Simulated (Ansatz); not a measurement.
Crystal: HfO2.

```
Hf O
1.0
     5.55640    0.00000    0.00000
     0.00000    3.33360    0.00000
     0.00000    0.00000    6.50500
Hf O
4 8
Direct
  0.74868 0.75000 0.60787
  0.25132 0.25000 0.39213
  0.24868 0.75000 0.89213
  0.75132 0.25000 0.10787
  0.63950 0.25000 0.42340
  0.36050 0.75000 0.57660
  0.13950 0.25000 0.07660
  0.86050 0.75000 0.92340
  0.52079 0.25000 0.84145
  0.47921 0.75000 0.15855
  0.02079 0.25000 0.65855
  0.97921 0.75000 0.34145
```

Measurements of this composition are mostly on another form, of space group No. 14.

Base run:

| Property | Result |
| --- | --- |
| Program | Ansatz 0.2.0 |
| Functional | PBE |
| Potentials or basis | Ansatz PAW |
| Cutoff | 250 eV |
| Density cutoff | 1000 eV |
| k mesh | 5 × 8 × 4 |
| Occupations | fermi-dirac, width 0.05 eV |
| Spin | no spin polarisation |

Its results: band gap on the k mesh 3.38 eV, direct; pressure 3.2 GPa; largest force 0.096 eV/Å.

**Question.** The run is repeated on the same cell with these changes: cutoff from 250 eV to 420 eV (not typed: the program's choice for these potentials); k mesh from 5 × 8 × 4 to 9 × 14 × 7. What comes out?

**Answer.** Band gap on the k mesh 3.46 eV, direct; pressure 3.3 GPa; largest force 0.061 eV/Å.

Caveats: odd divisions of the mesh miss points on the zone boundary, where band edges often lie, so the gap on the mesh can be too wide; spin-orbit coupling is left out, which moves the levels of the heavy elements; the pressure holds a Pulay correction of +119.2 GPa for the finite cutoff (some runs); the cutoff lies under the one recommended for these potentials (some runs).

A k mesh can miss the band edges.
